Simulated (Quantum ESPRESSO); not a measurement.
# MgO (P-6m2) in Quantum ESPRESSO: reference runs

Reference runs on MgO: the cell as given and a disturbed copy, then over a range of volumes.

All numbers are computed with Quantum ESPRESSO 7.5; they aren't measurements. Logs are shortened: lines on timing, memory, paths and dates and some standing lists are left out, and cuts for length are marked.

## 1. The crystal as given

Symmetry: P-6m2, No. 187, hexagonal system. Conventional cell: a = 2.938 Å, b = 2.938 Å, c = 2.680 Å, α = 90.00°, β = 90.00°, γ = 120.00°. Mg (site symmetry -6m2) has 6 O at 2.16 Å as nearest neighbours. O (site symmetry -6m2) has 6 Mg at 2.16 Å as nearest neighbours.

Measurements of this composition are mostly on another form, of space group No. 225.

## 2. Single point, PBE

pw.in reads:

```
&CONTROL
  calculation = 'scf'
  prefix = 'pwscf'
  outdir = './tmp'
  pseudo_dir = './pseudo'
  tprnfor = .true.
  tstress = .true.
  disk_io = 'nowf'
/
&SYSTEM
  ibrav = 0
  nat = 2
  ntyp = 2
  ecutwfc = 55
  ecutrho = 440
  nbnd = 9
  occupations = 'smearing'
  smearing = 'fd'
  degauss = 0.00367493
/
&ELECTRONS
  conv_thr = 4d-10
  electron_maxstep = 120
  mixing_beta = 0.5
/
ATOMIC_SPECIES
Mg    24.3050 Mg.pbe-n-kjpaw_psl.0.3.0.UPF
O     15.9990 O.pbe-n-kjpaw_psl.0.1.UPF
CELL_PARAMETERS angstrom
   2.9380209034    0.0000000000    0.0000000000
  -1.4690104517    2.5444007392    0.0000000000
   0.0000000000    0.0000000000    2.6796800000
ATOMIC_POSITIONS crystal
Mg     0.0000000000    0.0000000000    0.0000000000
O      0.3333333333    0.6666666667    0.5000000000
K_POINTS automatic
10 10 10 0 0 0
```

Potentials or basis: SSSP 1.3 efficiency PBE.

Run with:

```
$ OMP_NUM_THREADS=1 pw.x -in pw.in > pw.out
```

pw.out:

```text
This program is part of the open-source Quantum ESPRESSO suite
     for quantum simulation of materials; please cite
         "P. Giannozzi et al., J. Phys.:Condens. Matter 21 395502 (2009);
         "P. Giannozzi et al., J. Phys.:Condens. Matter 29 465901 (2017);
         "P. Giannozzi et al., J. Chem. Phys. 152 154105 (2020);
     in publications or presentations arising from this work. More details at

     file Mg.pbe-n-kjpaw_psl.0.3.0.UPF: wavefunction(s)  3S renormalized
     file O.pbe-n-kjpaw_psl.0.1.UPF: wavefunction(s)  2P renormalized
     Message from routine setup:
     using ibrav=0 with symmetry is DISCOURAGED, use correct ibrav instead

     G-vector sticks info
     --------------------
     sticks:   dense  smooth     PW     G-vecs:    dense   smooth      PW
     Sum         931     463    151                21051     7409    1339

     Using Slab Decomposition

     bravais-lattice index     =            0
     lattice parameter (alat)  =       5.5521  a.u.
     unit-cell volume          =     135.1823 (a.u.)^3
     number of atoms/cell      =            2
     number of atomic types    =            2
     number of electrons       =         8.00
     number of Kohn-Sham states=            9
     kinetic-energy cutoff     =      55.0000  Ry
     charge density cutoff     =     440.0000  Ry
     scf convergence threshold =      4.0E-10
     mixing beta               =       0.5000
     number of iterations used =            8  plain     mixing
     Exchange-correlation= SLA  PW   PBX  PBC
                           (   1   4   3   4   0   0   0)

     celldm(1)=   5.552055  celldm(2)=   0.000000  celldm(3)=   0.000000
     celldm(4)=   0.000000  celldm(5)=   0.000000  celldm(6)=   0.000000

     crystal axes: (cart. coord. in units of alat)
               a(1) = (   1.000000   0.000000   0.000000 )
               a(2) = (  -0.500000   0.866025   0.000000 )
               a(3) = (   0.000000   0.000000   0.912070 )

     reciprocal axes: (cart. coord. in units 2 pi/alat)
               b(1) = (  1.000000  0.577350 -0.000000 )
               b(2) = (  0.000000  1.154701  0.000000 )
               b(3) = (  0.000000 -0.000000  1.096407 )

     PseudoPot. # 1 for Mg read from file:
     Mg.pbe-n-kjpaw_psl.0.3.0.UPF
     Pseudo is Projector augmented-wave + core cor, Zval =  2.0
     Generated using "atomic" code by A. Dal Corso  v.5.0.99 svn rev. 10869
     Shape of augmentation charge: PSQ
     Using radial grid of 1129 points,  4 beta functions with:
                l(1) =   0
                l(2) =   0
                l(3) =   1
                l(4) =   1
     Q(r) pseudized with 0 coefficients

     PseudoPot. # 2 for O  read from file:
     O.pbe-n-kjpaw_psl.0.1.UPF
     Pseudo is Projector augmented-wave + core cor, Zval =  6.0
     Generated using "atomic" code by A. Dal Corso  v.5.0.99 svn rev. 10869
     Shape of augmentation charge: BESSEL
     Using radial grid of 1095 points,  4 beta functions with:
                l(1) =   0
                l(2) =   0
                l(3) =   1
                l(4) =   1
     Q(r) pseudized with 0 coefficients

     atomic species   valence    mass     pseudopotential
     Mg                2.00    24.30500     Mg( 1.00)
     O                 6.00    15.99900     O ( 1.00)

     12 Sym. Ops. (no inversion) found

   Cartesian axes

     site n.     atom                  positions (alat units)
         1        Mg     tau(   1) = (   0.0000000   0.0000000   0.0000000  )
         2        O      tau(   2) = (  -0.0000000   0.5773503   0.4560349  )

     number of k points=    84  Fermi-Dirac smearing, width (Ry)=  0.0037
                       cart. coord. in units 2pi/alat
        k(    1) = (   0.0000000   0.0000000   0.0000000), wk =   0.0020000
        k(    2) = (   0.0000000   0.0000000   0.1096407), wk =   0.0040000
        k(    3) = (   0.0000000   0.0000000   0.2192815), wk =   0.0040000
        k(    4) = (   0.0000000   0.0000000   0.3289222), wk =   0.0040000
        k(    5) = (   0.0000000   0.0000000   0.4385629), wk =   0.0040000
        k(    6) = (   0.0000000   0.0000000  -0.5482037), wk =   0.0020000
[... 76 lines left out ...]
        k(   83) = (   0.3000000   0.5196152   0.4385629), wk =   0.0240000
        k(   84) = (   0.3000000   0.5196152  -0.5482037), wk =   0.0120000

     Dense  grid:    21051 G-vectors     FFT dimensions: (  40,  40,  36)

     Smooth grid:     7409 G-vectors     FFT dimensions: (  27,  27,  24)

     Initial potential from superposition of free atoms

     starting charge       7.9991, renormalised to       8.0000
     Starting wfcs are    8 randomized atomic wfcs +    1 random wfcs

     Self-consistent Calculation

     iteration #  1     ecut=    55.00 Ry     beta= 0.50
     Davidson diagonalization with overlap
     ethr =  1.00E-02,  avg # of iterations =  5.1

     total energy              =     -75.34963029 Ry
     estimated scf accuracy    <       0.42033966 Ry

     iteration #  2     ecut=    55.00 Ry     beta= 0.50
     Davidson diagonalization with overlap
     ethr =  5.25E-03,  avg # of iterations =  2.0
[... 50 lines left out ...]
     total energy              =     -75.48736151 Ry
     estimated scf accuracy    <          5.8E-10 Ry

     iteration # 10     ecut=    55.00 Ry     beta= 0.50
     Davidson diagonalization with overlap
     ethr =  5.00E-12,  avg # of iterations =  1.8

     End of self-consistent calculation

          k = 0.0000 0.0000 0.0000 (   947 PWs)   bands (ev):

   -11.8653   4.9845   4.9845   5.1856   8.5864  17.4675  21.1376  21.1376
    25.3475

          k = 0.0000 0.0000 0.1096 (   942 PWs)   bands (ev):

   -11.7757   4.4276   5.0300   5.0300   9.1808  17.5546  21.2687  21.2687
    25.6044
[... 133 lines left out ...]
   -10.2187   1.9469   2.3691   4.7773  11.9887  16.5150  19.9067  20.6428
    21.1226

          k = 0.0000 0.4619-0.5482 (   914 PWs)   bands (ev):

   -10.1325   1.6862   2.4997   4.8279  11.7338  16.9492  19.7433  20.2420
    20.8829

          k = 0.0000-0.5774 0.0000 (   914 PWs)   bands (ev):

   -10.8160   0.7050   4.2722   5.5393  12.1873  16.0933  18.6687  23.3281
    24.3941

          k = 0.0000-0.5774 0.1096 (   926 PWs)   bands (ev):

   -10.7512   0.8246   4.3159   5.0940  12.3660  15.9395  19.0832  23.1043
    23.1045

          k = 0.0000-0.5774 0.2193 (   932 PWs)   bands (ev):

   -10.5747   1.1582   4.0682   4.4335  12.6218  15.6060  19.9640  21.7545
    22.4730

          k = 0.0000-0.5774 0.3289 (   928 PWs)   bands (ev):

   -10.3412   1.6220   2.9727   4.5851  12.3714  15.6984  20.3074  21.1904
    21.6538

          k = 0.0000-0.5774 0.4386 (   926 PWs)   bands (ev):

   -10.1376   2.0544   2.1700   4.7133  11.7309  16.4262  19.9886  20.6103
    20.9928

          k = 0.0000-0.5774-0.5482 (   920 PWs)   bands (ev):

   -10.0558   1.8766   2.2380   4.7637  11.4188  16.9827  19.4917  20.4208
    20.7439

          k = 0.1000 0.1732 0.0000 (   921 PWs)   bands (ev):

   -11.6116   3.4470   4.7266   5.2763  10.0896  17.2269  19.5153  21.7616
    25.8763

          k = 0.1000 0.1732 0.1096 (   929 PWs)   bands (ev):
[... 226 lines left out ...]
   -10.0516   2.3265   2.7154   3.3262  12.1936  16.4345  19.0267  20.3040
    21.7193

          k = 0.3000 0.5196-0.5482 (   934 PWs)   bands (ev):

    -9.9736   2.0457   2.8595   3.4460  11.9252  16.2483  18.8866  20.1915
    22.2245

     the Fermi energy is     7.1694 ev

!    total energy              =     -75.48736151 Ry
     total all-electron energy =      -551.388463 Ry
     estimated scf accuracy    <          7.0E-13 Ry
     smearing contrib. (-TS)   =      -0.00000000 Ry
     internal energy E=F+TS    =     -75.48736151 Ry

     The total energy is F=E-TS. E is the sum of the following terms:
     one-electron contribution =     -10.63987336 Ry
     hartree contribution      =      10.77962122 Ry
     xc contribution           =      -9.27826470 Ry
     ewald contribution        =     -25.54945272 Ry
     one-center paw contrib.   =     -40.79939195 Ry

     convergence has been achieved in  10 iterations

     Forces acting on atoms (cartesian axes, Ry/au):

     atom    1 type  1   force =     0.00000000    0.00000000    0.00000000
     atom    2 type  2   force =    -0.00000000   -0.00000000    0.00000000

     Total force =     0.000000     Total SCF correction =     0.000000

     Computing stress (Cartesian axis) and pressure

          total   stress  (Ry/bohr**3)                   (kbar)     P=       -6.07
  -0.00003892   0.00000000   0.00000000           -5.73        0.00        0.00
   0.00000000  -0.00003892   0.00000000            0.00       -5.73        0.00
   0.00000000   0.00000000  -0.00004589            0.00        0.00       -6.75

=------------------------------------------------------------------------------=
   JOB DONE.
=------------------------------------------------------------------------------=
```

Wall time 8 s (1 thread of AMD EPYC 9R14 (Zen 4), shared host); peak memory 0.06 GiB.

What came out:

* Free energy: -1027.0579 eV
* Pressure: -0.6 GPa
* Band gap on the k mesh: 3.01 eV, indirect (least direct gap 3.40 eV)

Levels at points of the mesh, in eV from the valence-band top:
```csv
k point,band 1,band 2,band 3,band 4,band 5,band 6,band 7,band 8
"(0.00, 0.00, 0.00)",-17.45,-0.60,-0.60,-0.40,3.01,11.89,15.56,15.56
"(0.00, 0.00, -0.50)",-16.36,-5.35,-0.09,-0.09,8.27,9.00,17.58,17.58
"(0.00, -0.50, 0.00)",-16.40,-4.88,-1.31,-0.04,6.61,10.51,13.09,17.75
"(0.00, -0.50, -0.50)",-15.64,-3.70,-3.34,-0.82,5.84,11.40,13.91,14.84
```

A k mesh can miss the band edges. PBE gaps usually lie below the measured ones, often by a third to a half.

## 3. Single point, PBE (atoms moved at random, drawn with an rms of 0.05 Å)

pw.in: that of step 2 with these lines changed.

```diff
@@ -33,4 +33,4 @@
 ATOMIC_POSITIONS crystal
-Mg     0.0000000000    0.0000000000    0.0000000000
-O      0.3333333333    0.6666666667    0.5000000000
+Mg     0.0089360000    0.0030280000    0.0028050000
+O      0.3401990000    0.6577370000    0.5028030000
 K_POINTS automatic
```

Potentials or basis: SSSP 1.3 efficiency PBE.

Run with:

```
$ OMP_NUM_THREADS=1 pw.x -in pw.in > pw.out
```

Run time: 35 s. Hardware: 1 thread of AMD EPYC 9R14 (Zen 4), shared host; peak memory 0.12 GiB.

It converged, with:

```yaml
Free_energy: -1027.0560 eV
Pressure: -0.5 GPa
Largest_force: 0.116 eV/Å
Band_gap_on_the_k_mesh: 3.00 eV, indirect (least direct gap 3.40 eV)
```

Forces on the atoms (eV/Å):
```
Mg   0.035 -0.111  0.000
O   -0.035  0.111  0.000
```

Stress tensor (GPa, compression positive):
```
-0.56 -0.01  0.00
-0.01 -0.49  0.00
 0.00  0.00 -0.59
```

Levels at points of the mesh, in eV from the valence-band top:
```tsv
k point	band 1	band 2	band 3	band 4	band 5	band 6	band 7	band 8
(0.00, 0.00, 0.00)	-17.45	-0.62	-0.58	-0.40	3.00	11.89	15.51	15.60
(0.00, 0.00, -0.50)	-16.36	-5.35	-0.13	-0.05	8.27	9.00	17.55	17.62
(0.00, -0.50, 0.00)	-16.39	-4.89	-1.29	-0.05	6.55	10.50	13.17	17.75
(0.00, -0.50, -0.50)	-15.64	-3.71	-3.36	-0.79	5.91	11.43	13.73	14.87
(0.50, -0.50, 0.00)	-16.40	-4.87	-1.33	-0.04	6.66	10.51	13.03	17.74
(-0.50, 0.00, 0.00)	-16.40	-4.87	-1.31	-0.04	6.62	10.51	13.08	17.75
(0.50, -0.50, -0.50)	-15.64	-3.70	-3.32	-0.84	5.78	11.38	14.04	14.81
(-0.50, 0.00, -0.50)	-15.64	-3.70	-3.34	-0.82	5.83	11.39	13.91	14.83
```

A k mesh can miss the band edges.

## 4. Single point, PBE, 9.42 Å³/atom

pw.in: that of step 3 with these lines changed.

```diff
@@ -29,8 +29,8 @@
 CELL_PARAMETERS angstrom
-   2.9380209034    0.0000000000    0.0000000000
-  -1.4690104517    2.5444007392    0.0000000000
-   0.0000000000    0.0000000000    2.6796800000
+   2.8780444641    0.0000000000    0.0000000000
+  -1.4390222320    2.4924596191    0.0000000000
+   0.0000000000    0.0000000000    2.6249773038
 ATOMIC_POSITIONS crystal
-Mg     0.0089360000    0.0030280000    0.0028050000
-O      0.3401990000    0.6577370000    0.5028030000
+Mg     0.0000000000    0.0000000000    0.0000000000
+O      0.3333333333    0.6666666667    0.5000000000
 K_POINTS automatic
```

Run with:

```
$ OMP_NUM_THREADS=1 pw.x -in pw.in > pw.out
```

Run time: 5.2 s. Hardware: 1 thread of AMD EPYC 9R14 (Zen 4), shared host; peak memory 0.06 GiB.

The run converged. Its results:

```
Free energy            : -1027.0262 eV
Pressure               : 9.2 GPa
Band gap on the k mesh : 3.48 eV, indirect (least direct gap 3.89 eV)
```

## 5. Single point, PBE, 9.62 Å³/atom

pw.in: that of step 4 with these lines changed.

```diff
@@ -29,5 +29,5 @@
 CELL_PARAMETERS angstrom
-   2.8780444641    0.0000000000    0.0000000000
-  -1.4390222320    2.4924596191    0.0000000000
-   0.0000000000    0.0000000000    2.6249773038
+   2.8983130506    0.0000000000    0.0000000000
+  -1.4491565253    2.5100127300    0.0000000000
+   0.0000000000    0.0000000000    2.6434636685
 ATOMIC_POSITIONS crystal
```

Run with:

```
$ OMP_NUM_THREADS=1 pw.x -in pw.in > pw.out
```

Run time: 5 s. Hardware: 1 thread of AMD EPYC 9R14 (Zen 4), shared host; peak memory 0.06 GiB.

The run converged. Its results:

| Quantity | Value |
| --- | --- |
| Free energy | -1027.0451 eV |
| Pressure | 5.6 GPa |
| Band gap on the k mesh | 3.32 eV, indirect (least direct gap 3.72 eV) |

## 6. Single point, PBE, 9.82 Å³/atom

pw.in: that of step 5 with these lines changed.

```diff
@@ -29,5 +29,5 @@
 CELL_PARAMETERS angstrom
-   2.8983130506    0.0000000000    0.0000000000
-  -1.4491565253    2.5100127300    0.0000000000
-   0.0000000000    0.0000000000    2.6434636685
+   2.9183020482    0.0000000000    0.0000000000
+  -1.4591510241    2.5273237096    0.0000000000
+   0.0000000000    0.0000000000    2.6616950286
 ATOMIC_POSITIONS crystal
```

Potentials or basis: SSSP 1.3 efficiency PBE.

Run with:

```
$ OMP_NUM_THREADS=1 pw.x -in pw.in > pw.out
```

Wall time 7.3 s (1 thread of AMD EPYC 9R14 (Zen 4), shared host); peak memory 0.06 GiB.

It converged, with:

```yaml
Free_energy: -1027.0553 eV
Pressure: 2.3 GPa
Band_gap_on_the_k_mesh: 3.16 eV, indirect (least direct gap 3.56 eV)
```

## 7. Single point, PBE, 10.02 Å³/atom

pw.in: that of step 6 with these lines changed.

```diff
@@ -29,5 +29,5 @@
 CELL_PARAMETERS angstrom
-   2.9183020482    0.0000000000    0.0000000000
-  -1.4591510241    2.5273237096    0.0000000000
-   0.0000000000    0.0000000000    2.6616950286
+   2.9380209034    0.0000000000    0.0000000000
+  -1.4690104517    2.5444007392    0.0000000000
+   0.0000000000    0.0000000000    2.6796800000
 ATOMIC_POSITIONS crystal
```

Run with:

```
$ OMP_NUM_THREADS=1 pw.x -in pw.in > pw.out
```

Run time: 8.3 s. Hardware: 1 thread of AMD EPYC 9R14 (Zen 4), shared host; peak memory 0.06 GiB.

The run converged. Its results:

```yaml
Free_energy: -1027.0579 eV
Pressure: -0.6 GPa
Band_gap_on_the_k_mesh: 3.01 eV, indirect (least direct gap 3.40 eV)
```

## 8. Single point, PBE, 10.22 Å³/atom

pw.in: that of step 7 with these lines changed.

```diff
@@ -29,5 +29,5 @@
 CELL_PARAMETERS angstrom
-   2.9380209034    0.0000000000    0.0000000000
-  -1.4690104517    2.5444007392    0.0000000000
-   0.0000000000    0.0000000000    2.6796800000
+   2.9574785625    0.0000000000    0.0000000000
+  -1.4787392813    2.5612515663    0.0000000000
+   0.0000000000    0.0000000000    2.6974267424
 ATOMIC_POSITIONS crystal
```

Run with:

```
$ OMP_NUM_THREADS=1 pw.x -in pw.in > pw.out
```

It took 7.8 s on 1 thread of AMD EPYC 9R14 (Zen 4), shared host; peak memory 0.07 GiB.

The run converged. Its results:

```
Free energy            : -1027.0534 eV
Pressure               : -3.2 GPa
Band gap on the k mesh : 2.86 eV, indirect (least direct gap 3.25 eV)
```

## 9. Single point, PBE, 10.42 Å³/atom

pw.in: that of step 8 with these lines changed.

```diff
@@ -29,5 +29,5 @@
 CELL_PARAMETERS angstrom
-   2.9574785625    0.0000000000    0.0000000000
-  -1.4787392813    2.5612515663    0.0000000000
-   0.0000000000    0.0000000000    2.6974267424
+   2.9766835069    0.0000000000    0.0000000000
+  -1.4883417534    2.5778835360    0.0000000000
+   0.0000000000    0.0000000000    2.7149429912
 ATOMIC_POSITIONS crystal
```

Potentials or basis: SSSP 1.3 efficiency PBE.

Run with:

```
$ OMP_NUM_THREADS=1 pw.x -in pw.in > pw.out
```

Run time: 6.8 s. Hardware: 1 thread of AMD EPYC 9R14 (Zen 4), shared host; peak memory 0.06 GiB.

It converged, with:

```
Free energy            : -1027.0427 eV
Pressure               : -5.6 GPa
Band gap on the k mesh : 2.72 eV, indirect (least direct gap 3.11 eV)
```

## 10. Single point, PBE, 10.62 Å³/atom

pw.in: that of step 9 with these lines changed.

```diff
@@ -29,5 +29,5 @@
 CELL_PARAMETERS angstrom
-   2.9766835069    0.0000000000    0.0000000000
-  -1.4883417534    2.5778835360    0.0000000000
-   0.0000000000    0.0000000000    2.7149429912
+   2.9956437857    0.0000000000    0.0000000000
+  -1.4978218928    2.5943036191    0.0000000000
+   0.0000000000    0.0000000000    2.7322360880
 ATOMIC_POSITIONS crystal
```

Run with:

```
$ OMP_NUM_THREADS=1 pw.x -in pw.in > pw.out
```

It took 8.4 s on 1 thread of AMD EPYC 9R14 (Zen 4), shared host; peak memory 0.07 GiB.

The run converged. Its results:

```yaml
Free_energy: -1027.0262 eV
Pressure: -7.8 GPa
Band_gap_on_the_k_mesh: 2.59 eV, indirect (least direct gap 2.97 eV)
```

## 11. Equation of state, PBE

No new run: the results of the series are fitted here.

What came out:

```
Equilibrium volume                        : 9.98 Å³/atom
Bulk modulus at fixed shape and positions : 141 GPa
Pressure derivative of the bulk modulus   : 4.2
```

Energy against volume, from the lowest point:
```tsv
volume (Å³/atom)	energy (meV/atom)
9.415	15.82
9.615	6.39
9.816	1.26
10.016	0.00
10.216	2.23
10.417	7.61
10.617	15.82
```

Caveat: the cell was scaled at fixed shape and fractional positions, which overstates the stiffness of a crystal with free parameters, most of all of layers and chains.

## 12. Summary

```tsv
task	cell	gap on the mesh (eV)	pressure (GPa)
single point	as given	3.01	-0.6
single point	atoms moved at random, drawn with an rms of 0.05 Å	3.00	-0.5
equation of state	as given	-	-
```

Alike in all rows: level PBE; potentials or basis SSSP 1.3 efficiency PBE; no spin polarisation; k mesh 10 × 10 × 10; cutoff (eV) 748; smearing fermi-dirac 0.05 eV.

Caveats: the cell was scaled at fixed shape and fractional positions, which overstates the stiffness of a crystal with free parameters, most of all of layers and chains (some runs).

Absolute energies hang on the potentials; compare differences alone.
